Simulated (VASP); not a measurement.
# CdF2 (Fm-3m) in VASP: further runs, part 2 of 2

VASP 6.6.1. The steps go on from the part before.

## (4) Single point, PBEsol

File INCAR:

```
  PREC = Accurate
  ENCUT = 520
  EDIFF = 1E-6
  ISMEAR = 0
  SIGMA = 0.05
  LREAL = F
  LASPH = T
  NELM = 100
  ALGO = Normal
  ISIF = 2
  LWAVE = F
  LCHARG = F
  GGA = PS
  NBANDS = 20
```

File KPOINTS:

```
Automatic mesh
0
Gamma
  8 8 8
```

File POSCAR:

```
CdF2
1.0
    0.0000000000      2.6920729557      2.6920729557
    2.6920729557      0.0000000000      2.6920729557
    2.6920729557      2.6920729557      0.0000000000
Cd F
1 2
Direct
    0.0000000000      0.0000000000      0.0000000000
    0.2500000000      0.2500000000      0.2500000000
    0.7500000000      0.7500000000      0.7500000000
```

Potentials or basis: VASP PAW PBE potentials, release 64 (Cd, F).

Launch:

```bash
$ cat potpaw_PBE.64/Cd/POTCAR potpaw_PBE.64/F/POTCAR > POTCAR
$ mpirun -np 1 vasp_std > vasp.out
```

OUTCAR:

```text
PREC = Accurate
   ENCUT = 520
   EDIFF = 1E-6
   ISMEAR = 0
   LREAL = F
   LASPH = T
   NELM = 100
   ISIF = 2
   GGA = PS

 ion  position               nearest neighbor table
   1  0.000  0.000  0.000-   3 2.33   3 2.33   3 2.33   2 2.33   2 2.33   2 2.33   3 2.33   2 2.33

   2  0.250  0.250  0.250-   1 2.33   1 2.33   1 2.33   1 2.33
   3  0.750  0.750  0.750-   1 2.33   1 2.33   1 2.33   1 2.33

  LATTYP: Found a face centered cubic cell.
 ALAT       =     5.3841459114

  Lattice vectors:

 A1 = (   0.0000000000,   2.6920729557,   2.6920729557)
 A2 = (   2.6920729557,   0.0000000000,   2.6920729557)
 A3 = (   2.6920729557,   2.6920729557,   0.0000000000)

Analysis of symmetry for initial positions (statically):
=====================================================================
 Subroutine PRICEL returns:
 Original cell was already a primitive cell.

 Routine SETGRP: Setting up the symmetry group for a
 face centered cubic supercell.

[... 165 lines left out ...]
  free energy    TOTEN  =       -11.59252374 eV

  energy without entropy =      -11.59252374  energy(sigma->0) =      -11.59252374

 E-fermi :  -1.2017     XC(G=0): -10.7201

 val. band max:       -1.4274314817   @ k =  -0.2500   0.5000   0.2500
 cond. band min:       1.4832043129   @ k =   0.0000   0.0000   0.0000
 fundamental gap:      2.9106357945
 Fermi energy:        -1.2017342230

 k-point     1 :       0.0000    0.0000    0.0000
  band No.  band energies     occupation
      1     -22.1565      2.00000
      2     -21.0147      2.00000
      3      -7.0625      2.00000
      4      -7.0625      2.00000
      5      -7.0625      2.00000
      6      -5.8010      2.00000
[... 541 lines left out ...]
     19      17.1010      0.00000
     20      20.6557      0.00000

 [... further k-points ...]

------------------------ aborting loop because EDIFF is reached ----------------------------------------

  FORCE on cell =-STRESS in cart. coord.  units (eV):
  Direction    XX          YY          ZZ          XY          YZ          ZX
  --------------------------------------------------------------------------------------
  -------------------------------------------------------------------------------------
  Total        0.1884974      0.1884974      0.1884974      0.0000000      0.0000000     -0.0000000
  in kB        7.7397227      7.7397227      7.7397227      0.0000000      0.0000000     -0.0000000
  external PRESSURE =       7.7397227 kB  Pullay stress =       0.0000000 kB

 VOLUME and BASIS-vectors are now :
 -----------------------------------------------------------------------------
  energy-cutoff  :      520.00
  volume of cell :       39.02
      direct lattice vectors                 reciprocal lattice vectors
     0.000000000  2.692072956  2.692072956    -0.185730479  0.185730479  0.185730479
     2.692072956  0.000000000  2.692072956     0.185730479 -0.185730479  0.185730479
     2.692072956  2.692072956  0.000000000     0.185730479  0.185730479 -0.185730479

 POSITION                                       TOTAL-FORCE (eV/Angst)
 -----------------------------------------------------------------------------------
      0.00000      0.00000      0.00000         0.000000      0.000000     -0.000000
      1.34604      1.34604      1.34604        -0.000000      0.000000      0.000000
      4.03811      4.03811      4.03811        -0.000000     -0.000000      0.000000
 -----------------------------------------------------------------------------------
    total drift:                                0.000000      0.000000      0.000000

  FREE ENERGIE OF THE ION-ELECTRON SYSTEM (eV)
  ---------------------------------------------------
  free  energy   TOTEN  =       -11.5925237357 eV

  energy  without entropy=      -11.5925237357  energy(sigma->0) =      -11.59252374
```

OSZICAR:

```text
N       E                     dE             d eps       ncg     rms          rms(c)
DAV:   1     0.197295583027E+03    0.19730E+03   -0.15455E+04  1208   0.131E+03
DAV:   2    -0.462963537766E+01   -0.20193E+03   -0.19371E+03  1268   0.346E+02
DAV:   3    -0.129847094769E+02   -0.83551E+01   -0.83342E+01  1336   0.768E+01
DAV:   4    -0.130191412026E+02   -0.34432E-01   -0.34430E-01  1228   0.508E+00
DAV:   5    -0.130192639983E+02   -0.12280E-03   -0.12280E-03  1328   0.271E-01    0.951E+00
DAV:   6    -0.115845425513E+02    0.14347E+01   -0.32015E+00  1460   0.352E+01    0.732E+00
DAV:   7    -0.116129034453E+02   -0.28361E-01   -0.73691E-01  1188   0.763E+00    0.427E+00
DAV:   8    -0.116015254801E+02    0.11378E-01   -0.14314E-01  1180   0.350E+00    0.701E-01
DAV:   9    -0.115918803486E+02    0.96451E-02   -0.32695E-02  1400   0.226E+00    0.941E-02
DAV:  10    -0.115923935636E+02   -0.51322E-03   -0.32455E-03  1192   0.556E-01    0.104E-01
DAV:  11    -0.115924956393E+02   -0.10208E-03   -0.10966E-04  1244   0.109E-01    0.435E-02
DAV:  12    -0.115925204133E+02   -0.24774E-04   -0.81969E-05  1184   0.751E-02    0.194E-02
DAV:  13    -0.115925236848E+02   -0.32715E-05   -0.81142E-06  1232   0.287E-02    0.704E-03
DAV:  14    -0.115925237357E+02   -0.50880E-07   -0.39882E-07  1040   0.837E-03
   1 F= -.11592524E+02 E0= -.11592524E+02  d E =-.468254E-12
```

Wall time 19 s (1 thread of Intel Xeon Platinum 8259CL at 2.50GHz (Skylake/Cascade Lake), shared host); peak memory 0.16 GiB.

What came out:

```yaml
Free_energy: -11.5925 eV
Pressure: 0.8 GPa
Band_gap_on_the_k_mesh: 2.91 eV, indirect (least direct gap 3.40 eV)
```

Levels at points of the mesh, in eV from the valence-band top:
| k point | band 11 | band 12 | band 13 | band 14 | band 15 | band 16 |
| --- | --- | --- | --- | --- | --- | --- |
| (0.00, 0.00, 0.00) | -0.49 | -0.49 | -0.49 | 2.91 | 12.51 | 12.51 |
| (0.50, 0.00, 0.00) | -1.89 | -0.39 | -0.39 | 7.07 | 8.98 | 14.33 |
| (0.50, 0.50, 0.00) | -0.51 | -0.09 | -0.09 | 7.90 | 9.48 | 11.69 |

Caveat: the PAW data sets were made with another functional, which shifts forces and pressure a little. A k mesh can miss the band edges.

## (5) Summary

```csv
task,cell,cutoff (eV),smearing,gap on the mesh (eV),pressure (GPa)
single point,"Fm-3m, 13.01 Å³/atom",520,gaussian 0.02 eV,2.91,0.7
relaxation of cell and atoms,relaxed,600,gaussian 0.02 eV,2.89,0.0
single point,"Fm-3m, 13.01 Å³/atom",520,gaussian 0.05 eV,2.91,0.8
```

Alike in all rows: level PBEsol; potentials or basis VASP PAW PBE potentials, release 64 (Cd, F); no spin polarisation; k mesh 8 × 8 × 8.

Caveats: the PAW data sets were made with another functional, which shifts forces and pressure a little.

Absolute energies hang on the potentials; compare differences alone.
